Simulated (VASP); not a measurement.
# MgS (F-43m) in VASP: notebook

The runs below take MgS through single point, with LDA.

Everything below comes from runs of VASP 6.6.1. Logs are shortened: lines on timing, memory, paths and dates and some standing lists are left out, and cuts for length are marked.

## (1) The crystal as given

Symmetry: F-43m, No. 216, cubic system. Conventional cell: a = 5.666 Å, b = 5.666 Å, c = 5.666 Å, α = 90.00°, β = 90.00°, γ = 90.00°. S (site symmetry -43m) is surrounded by 4 Mg at 2.45 Å. Mg (site symmetry -43m) is surrounded by 4 S at 2.45 Å.

The cell comes from a database or a generator and needn't be the stable form of this composition.

## (2) Single point, LDA

Contents of INCAR:

```
PREC = Accurate ; ENCUT = 350
EDIFF = 1E-6 ; ISMEAR = 0
SIGMA = 0.05 ; LREAL = False
LASPH = True ; NELM = 100
ALGO = Normal ; ISIF = 2
LWAVE = False ; LCHARG = False
ADDGRID = False
```

Contents of KPOINTS:

```
Automatic mesh
0
Gamma
  7 7 7
```

Contents of POSCAR:

```
MgS
1.0
    0.0000000000      2.8331200468      2.8331200468
    2.8331200468      0.0000000000      2.8331200468
    2.8331200468      2.8331200468      0.0000000000
S Mg
1 1
Direct
    0.2500000000      0.2500000000      0.2500000000
    0.0000000000      0.0000000000      0.0000000000
```

Potentials or basis: VASP PAW LDA potentials, release 64 (S, Mg).

On the command line:

```sh
$ cat potpaw_LDA.64/S/POTCAR potpaw_LDA.64/Mg/POTCAR > POTCAR
$ mpirun -np 1 vasp_std > vasp.out
```

OUTCAR:

```text
PREC = Accurate
   ENCUT = 350
   EDIFF = 1E-6
   ISMEAR = 0
   LREAL = False
   LASPH = True
   NELM = 100
   ISIF = 2

 Found     20 irreducible k-points:

 Following reciprocal coordinates:
            Coordinates               Weight
  0.000000  0.000000  0.000000      1.000000
  0.142857  0.000000  0.000000      8.000000
  0.285714  0.000000  0.000000      8.000000
  0.428571  0.000000  0.000000      8.000000
  0.142857  0.142857  0.000000      6.000000
  0.285714  0.142857  0.000000     24.000000
   k-points           NKPTS =     20   k-points in BZ     NKDIM =     20   number of bands    NBANDS=      8
   number of dos      NEDOS =    301   number of ions     NIONS =      2
   total plane-waves  NPLWV =  13824
   dimension x,y,z NGX =    24 NGY =   24 NGZ =   24
   dimension x,y,z NGXF=    48 NGYF=   48 NGZF=   48
   ions per type =               1   1
   NGX,Y,Z   is equivalent  to a cutoff of   9.96,  9.96,  9.96 a.u.
   NGXF,Y,Z  is equivalent  to a cutoff of  19.92, 19.92, 19.92 a.u.
 SYSTEM =  unknown system
   PREC   = accura    normal or accurate (medium, high low for compatibility)
   ISTART =      0    job   : 0-new  1-cont  2-samecut
   ICHARG =      2    charge: 1-file 2-atom 10-const
   ISPIN  =      1    spin polarized calculation?
   LNONCOLLINEAR =      F non collinear calculations
   LSORBIT =      F    spin-orbit coupling
   LASPH  =      T    aspherical Exc in radial PAW
   ENCUT  =  350.0 eV  25.72 Ry    5.07 a.u.   6.11  6.11  6.11*2*pi/ulx,y,z
   NELM   =    100;   NELMIN=  2; NELMDL= -5     # of ELM steps
   EDIFF  = 0.1E-05   stopping-criterion for ELM
   LREAL  =      F    real-space projection
   EDIFFG = 0.1E-04   stopping-criterion for IOM
   NSW    =      0    number of steps for IOM
   IBRION =     -1    ionic relax: 0-MD 1-quasi-New 2-CG
   NFREE  =      0    steps in history (QN), initial steepest desc. (CG)
   ISIF   =      2    stress and relaxation
   ISYM   =      2    0-nonsym 1-usesym 2-fastsym
   POTIM  = 0.5000    time-step for ionic-motion
   TEBEG  =    0.0;   TEEND  =   0.0 temperature during run
   PSTRESS=    0.0 pullay stress
   NELECT =       8.0000    total number of electrons
   NUPDOWN=      -1.0000    fix difference up-down
   EMIN   =  10.00;   EMAX   =-10.00  energy-range for DOS
   EFERMI =   0.00;   METHOD = LEGACY
   ISMEAR =     0;   SIGMA  =   0.05  broadening in eV -4-tet -1-fermi 0-gaus
   EFERMI_NEDOS =   21; number of points for ismear=-14 and -15
   IALGO  =     38    algorithm
   IMIX   =      4    mixing-type and parameters
     AMIX     =   0.40;   BMIX     =  1.00
     AMIX_MAG =   1.60;   BMIX_MAG =  1.00
  volume/ion in A,a.u.               =      22.74       153.46
  Fermi-wavevector in a.u.,A,eV,Ry     =   0.917269  1.733386 11.447692  0.841382
  Thomas-Fermi vector in A             =   2.042218
   LORBIT       =      0    0 simple, 1 ext, 2 COOP (PROOUT), +10 PAW based schemes
   GGA     = CA    functional components
   LHFCALC =     F    Hartree Fock is set to
   AEXX    =    0.0000 exact exchange contribution
   IVDW    =     0    specifies the selected vdW correction
   LEPSILON=     F    determine dielectric tensor
   LRPA    =     F    only Hartree local field effects (RPA)
 non-spin polarized calculation
 Gauss-broadening in eV      SIGMA  =   0.05
  energy-cutoff  :      350.00
  volume of cell :       45.48
 maximum number of plane-waves:       688
   NGX = 13   NGY = 13   NGZ = 13

 number of electron       7.9999994 magnetization

 Free energy of the ion-electron system (eV)
  ---------------------------------------------------
  ext. energy  EPLUGINS =         0.00000000
  ---------------------------------------------------
  free energy    TOTEN  =        -9.37769360 eV

  energy without entropy =       -9.37769360  energy(sigma->0) =       -9.37769360

 E-fermi :   1.1617     XC(G=0):  -8.7526

 val. band max:        0.8799661474   @ k =   0.0000   0.0000   0.0000
 cond. band min:       4.0627402690   @ k =   0.0000   0.0000   0.0000
 fundamental gap:      3.1827741216
 Fermi energy:         1.1616593275

 k-point     1 :       0.0000    0.0000    0.0000
  band No.  band energies     occupation
      1     -10.3507      2.00000
      2       0.8800      2.00000
      3       0.8800      2.00000
      4       0.8800      2.00000
      5       4.0627      0.00000
      6       8.6429      0.00000
      7       8.6429      0.00000
      8       8.6429      0.00000

 k-point     2 :       0.1429    0.0000    0.0000
  band No.  band energies     occupation
      1     -10.2354      2.00000
      2      -0.0000      2.00000
      3       0.8102      2.00000
      4       0.8102      2.00000
      5       4.8949      0.00000
      6       8.4079      0.00000
      7       8.8560      0.00000
      8       8.8560      0.00000

 k-point     3 :       0.2857    0.0000    0.0000
  band No.  band energies     occupation
      1      -9.9521      2.00000
      2      -1.3411      2.00000
      3       0.6661      2.00000
      4       0.6661      2.00000
      5       5.7099      0.00000
      6       8.5990      0.00000
      7       8.7693      0.00000
      8       8.7693      0.00000

 k-point     4 :       0.4286    0.0000    0.0000
  band No.  band energies     occupation
      1      -9.6934      2.00000
      2      -2.2056      2.00000
      3       0.5610      2.00000
      4       0.5610      2.00000
      5       5.7556      0.00000
      6       8.3958      0.00000
      7       8.3958      0.00000
      8       9.1673      0.00000

 k-point     5 :       0.1429    0.1429    0.0000
  band No.  band energies     occupation
      1     -10.1972      2.00000
      2       0.0069      2.00000
      3       0.6438      2.00000
      4       0.6438      2.00000
      5       5.1760      0.00000
      6       7.9458      0.00000
      7       9.1890      0.00000
      8       9.1890      0.00000

 k-point     6 :       0.2857    0.1429    0.0000
  band No.  band energies     occupation
      1      -9.9692      2.00000
      2      -0.9842      2.00000
      3       0.4499      2.00000
      4       0.4564      2.00000
      5       5.9901      0.00000
      6       7.7219      0.00000
      7       8.6158      0.00000
      8       9.4800      0.00000

 [... further k-points ...]

------------------------ aborting loop because EDIFF is reached ----------------------------------------

  FORCE on cell =-STRESS in cart. coord.  units (eV):
  Direction    XX          YY          ZZ          XY          YZ          ZX
  --------------------------------------------------------------------------------------
  -------------------------------------------------------------------------------------
  Total       -0.7116173     -0.7116173     -0.7116173      0.0000000     -0.0000000      0.0000000
  in kB      -25.0687191    -25.0687191    -25.0687191      0.0000000     -0.0000000      0.0000000
  external PRESSURE =     -25.0687191 kB  Pullay stress =       0.0000000 kB

 VOLUME and BASIS-vectors are now :
 -----------------------------------------------------------------------------
  energy-cutoff  :      350.00
  volume of cell :       45.48
      direct lattice vectors                 reciprocal lattice vectors
     0.000000000  2.833120047  2.833120047    -0.176483874  0.176483874  0.176483874
     2.833120047  0.000000000  2.833120047     0.176483874 -0.176483874  0.176483874
     2.833120047  2.833120047  0.000000000     0.176483874  0.176483874 -0.176483874

 POSITION                                       TOTAL-FORCE (eV/Angst)
 -----------------------------------------------------------------------------------
      1.41656      1.41656      1.41656        -0.000000     -0.000000     -0.000000
      0.00000      0.00000      0.00000         0.000000      0.000000      0.000000
 -----------------------------------------------------------------------------------
    total drift:                                0.000000      0.000000      0.000000

  FREE ENERGIE OF THE ION-ELECTRON SYSTEM (eV)
  ---------------------------------------------------
  free  energy   TOTEN  =        -9.3776935983 eV

  energy  without entropy=       -9.3776935983  energy(sigma->0) =       -9.37769360
```

Wall time 2.4 s (1 thread of Intel Xeon Platinum 8488C (Sapphire Rapids), shared host); peak memory 0.12 GiB.

These settings aren't checked as converged: the numbers below hold their error.

What came out:

| Item | Value |
| --- | --- |
| Free energy | -9.3777 eV |
| Pressure | -2.5 GPa |
| Band gap on the k mesh | 3.18 eV, direct |

## (3) Single point, LDA

INCAR is that of step 2.

KPOINTS is that of step 2.

Contents of POSCAR:

```
MgS
1.0
    0.0000000000      2.8331200468      2.8331200468
    2.8331200468      0.0000000000      2.8331200468
    2.8331200468      2.8331200468      0.0000000000
S Mg
1 1
Direct
    0.2346630000      0.2748010000      0.2357280000
   -0.0216520000      0.0237760000     -0.0317750000
```

Potentials or basis: VASP PAW LDA potentials, release 64 (S, Mg).

On the command line:

```sh
$ cat potpaw_LDA.64/S/POTCAR potpaw_LDA.64/Mg/POTCAR > POTCAR
$ mpirun -np 1 vasp_std > vasp.out
```

It took 11 s on 1 thread of Intel Xeon Platinum 8488C (Sapphire Rapids), shared host; peak memory 0.15 GiB.

These settings aren't checked as converged: the numbers below hold their error.

Results:

* Free energy: -9.3584 eV
* Pressure: -2.3 GPa
* Largest force: 0.429 eV/Å
* Band gap on the k mesh: 3.06 eV, direct

## (4) Single point, LDA

INCAR, as its differences from that of step 3:

```diff
@@ -1,2 +1,2 @@
-PREC = Accurate ; ENCUT = 350
+PREC = Accurate ; ENCUT = 700
 EDIFF = 1E-6 ; ISMEAR = 0
```

Contents of KPOINTS:

```
Automatic mesh
0
Gamma
  5 5 5
```

Contents of POSCAR:

```
MgS
1.0
    0.0000000000      2.8331200468      2.8331200468
    2.8331200468      0.0000000000      2.8331200468
    2.8331200468      2.8331200468      0.0000000000
S Mg
1 1
Direct
    0.2500000000      0.2500000000      0.2500000000
    0.0000000000      0.0000000000      0.0000000000
```

Potentials or basis: VASP PAW LDA potentials, release 64 (S, Mg).

On the command line:

```sh
$ cat potpaw_LDA.64/S/POTCAR potpaw_LDA.64/Mg/POTCAR > POTCAR
$ mpirun -np 1 vasp_std > vasp.out
```

OUTCAR:

```text
PREC = Accurate
   ENCUT = 700
   EDIFF = 1E-6
   ISMEAR = 0
   LREAL = False
   LASPH = True
   NELM = 100
   ISIF = 2

 Found     10 irreducible k-points:

 Following reciprocal coordinates:
            Coordinates               Weight
  0.000000  0.000000  0.000000      1.000000
  0.200000  0.000000  0.000000      8.000000
  0.400000  0.000000  0.000000      8.000000
  0.200000  0.200000  0.000000      6.000000
  0.400000  0.200000  0.000000     24.000000
 -0.400000  0.200000  0.000000     24.000000
   k-points           NKPTS =     10   k-points in BZ     NKDIM =     10   number of bands    NBANDS=      8
   number of dos      NEDOS =    301   number of ions     NIONS =      2
   total plane-waves  NPLWV =  46656
   dimension x,y,z NGX =    36 NGY =   36 NGZ =   36
   dimension x,y,z NGXF=    72 NGYF=   72 NGZF=   72
   ions per type =               1   1
   NGX,Y,Z   is equivalent  to a cutoff of  14.94, 14.94, 14.94 a.u.
   NGXF,Y,Z  is equivalent  to a cutoff of  29.87, 29.87, 29.87 a.u.
 SYSTEM =  unknown system
   PREC   = accura    normal or accurate (medium, high low for compatibility)
   ISTART =      0    job   : 0-new  1-cont  2-samecut
   ICHARG =      2    charge: 1-file 2-atom 10-const
   ISPIN  =      1    spin polarized calculation?
   LNONCOLLINEAR =      F non collinear calculations
   LSORBIT =      F    spin-orbit coupling
   LASPH  =      T    aspherical Exc in radial PAW
   ENCUT  =  700.0 eV  51.45 Ry    7.17 a.u.   8.64  8.64  8.64*2*pi/ulx,y,z
   NELM   =    100;   NELMIN=  2; NELMDL= -5     # of ELM steps
   EDIFF  = 0.1E-05   stopping-criterion for ELM
   LREAL  =      F    real-space projection
   EDIFFG = 0.1E-04   stopping-criterion for IOM
   NSW    =      0    number of steps for IOM
   IBRION =     -1    ionic relax: 0-MD 1-quasi-New 2-CG
   NFREE  =      0    steps in history (QN), initial steepest desc. (CG)
   ISIF   =      2    stress and relaxation
   ISYM   =      2    0-nonsym 1-usesym 2-fastsym
   POTIM  = 0.5000    time-step for ionic-motion
   TEBEG  =    0.0;   TEEND  =   0.0 temperature during run
   PSTRESS=    0.0 pullay stress
   NELECT =       8.0000    total number of electrons
   NUPDOWN=      -1.0000    fix difference up-down
   EMIN   =  10.00;   EMAX   =-10.00  energy-range for DOS
   EFERMI =   0.00;   METHOD = LEGACY
   ISMEAR =     0;   SIGMA  =   0.05  broadening in eV -4-tet -1-fermi 0-gaus
   EFERMI_NEDOS =   21; number of points for ismear=-14 and -15
   IALGO  =     38    algorithm
   IMIX   =      4    mixing-type and parameters
     AMIX     =   0.40;   BMIX     =  1.00
     AMIX_MAG =   1.60;   BMIX_MAG =  1.00
  volume/ion in A,a.u.               =      22.74       153.46
  Fermi-wavevector in a.u.,A,eV,Ry     =   0.917269  1.733386 11.447692  0.841382
  Thomas-Fermi vector in A             =   2.042218
   LORBIT       =      0    0 simple, 1 ext, 2 COOP (PROOUT), +10 PAW based schemes
   GGA     = CA    functional components
   LHFCALC =     F    Hartree Fock is set to
   AEXX    =    0.0000 exact exchange contribution
   IVDW    =     0    specifies the selected vdW correction
   LEPSILON=     F    determine dielectric tensor
   LRPA    =     F    only Hartree local field effects (RPA)
 non-spin polarized calculation
 Gauss-broadening in eV      SIGMA  =   0.05
  energy-cutoff  :      700.00
  volume of cell :       45.48
 maximum number of plane-waves:      1924
   NGX = 17   NGY = 17   NGZ = 17

 number of electron       8.0000000 magnetization

 Free energy of the ion-electron system (eV)
  ---------------------------------------------------
  ext. energy  EPLUGINS =         0.00000000
  ---------------------------------------------------
  free energy    TOTEN  =        -9.37534274 eV

  energy without entropy =       -9.37534274  energy(sigma->0) =       -9.37534274

 E-fermi :   1.1512     XC(G=0):  -8.7518

 val. band max:        0.8823013280   @ k =   0.0000   0.0000   0.0000
 cond. band min:       4.0637585582   @ k =   0.0000   0.0000   0.0000
 fundamental gap:      3.1814572302
 Fermi energy:         1.1511694894

 k-point     1 :       0.0000    0.0000    0.0000
  band No.  band energies     occupation
      1     -10.3478      2.00000
      2       0.8823      2.00000
      3       0.8823      2.00000
      4       0.8823      2.00000
      5       4.0638      0.00000
      6       8.6407      0.00000
      7       8.6407      0.00000
      8       8.6407      0.00000

 k-point     2 :       0.2000    0.0000    0.0000
  band No.  band energies     occupation
      1     -10.1314      2.00000
      2      -0.5543      2.00000
      3       0.7571      2.00000
      4       0.7571      2.00000
      5       5.3347      0.00000
      6       8.3668      0.00000
      7       8.9157      0.00000
      8       8.9157      0.00000

 k-point     3 :       0.4000    0.0000    0.0000
  band No.  band energies     occupation
      1      -9.7273      2.00000
      2      -2.0924      2.00000
      3       0.5770      2.00000
      4       0.5770      2.00000
      5       5.7662      0.00000
      6       8.4479      0.00000
      7       8.4479      0.00000
      8       9.0947      0.00000

 k-point     4 :       0.2000    0.2000    0.0000
  band No.  band energies     occupation
      1     -10.0599      2.00000
      2      -0.5017      2.00000
      3       0.4653      2.00000
      4       0.4653      2.00000
      5       5.7121      0.00000
      6       7.5078      0.00000
      7       9.1911      0.00000
      8       9.6645      0.00000

 k-point     5 :       0.4000    0.2000    0.0000
  band No.  band energies     occupation
      1      -9.7120      2.00000
      2      -1.6141      2.00000
      3       0.0178      2.00000
      4       0.2495      2.00000
      5       6.0912      0.00000
      6       7.5861      0.00000
      7       8.5909      0.00000
      8       9.7569      0.00000

 k-point     6 :      -0.4000    0.2000    0.0000
  band No.  band energies     occupation
      1      -9.5594      2.00000
      2      -1.9879      2.00000
      3      -0.4316      2.00000
      4       0.3716      2.00000
      5       6.5067      0.00000
      6       7.4665      0.00000
      7       9.2412      0.00000
      8       9.5426      0.00000

 [... further k-points ...]

------------------------ aborting loop because EDIFF is reached ----------------------------------------

  FORCE on cell =-STRESS in cart. coord.  units (eV):
  Direction    XX          YY          ZZ          XY          YZ          ZX
  --------------------------------------------------------------------------------------
  -------------------------------------------------------------------------------------
  Total       -0.7045567     -0.7045567     -0.7045567      0.0000000      0.0000000      0.0000000
  in kB      -24.8199911    -24.8199911    -24.8199911      0.0000000      0.0000000      0.0000000
  external PRESSURE =     -24.8199911 kB  Pullay stress =       0.0000000 kB

 VOLUME and BASIS-vectors are now :
 -----------------------------------------------------------------------------
  energy-cutoff  :      700.00
  volume of cell :       45.48
      direct lattice vectors                 reciprocal lattice vectors
     0.000000000  2.833120047  2.833120047    -0.176483874  0.176483874  0.176483874
     2.833120047  0.000000000  2.833120047     0.176483874 -0.176483874  0.176483874
     2.833120047  2.833120047  0.000000000     0.176483874  0.176483874 -0.176483874

 POSITION                                       TOTAL-FORCE (eV/Angst)
 -----------------------------------------------------------------------------------
      1.41656      1.41656      1.41656        -0.000000     -0.000000     -0.000000
      0.00000      0.00000      0.00000         0.000000      0.000000      0.000000
 -----------------------------------------------------------------------------------
    total drift:                               -0.000000     -0.000000      0.000000

  FREE ENERGIE OF THE ION-ELECTRON SYSTEM (eV)
  ---------------------------------------------------
  free  energy   TOTEN  =        -9.3753427427 eV

  energy  without entropy=       -9.3753427427  energy(sigma->0) =       -9.37534274
```

Run time: 5 s. Hardware: 1 thread of Intel Xeon Platinum 8488C (Sapphire Rapids), shared host; peak memory 0.16 GiB.

These settings aren't checked as converged: the numbers below hold their error.

What came out:

```
Free energy            : -9.3753 eV
Pressure               : -2.5 GPa
Band gap on the k mesh : 3.18 eV, direct
```
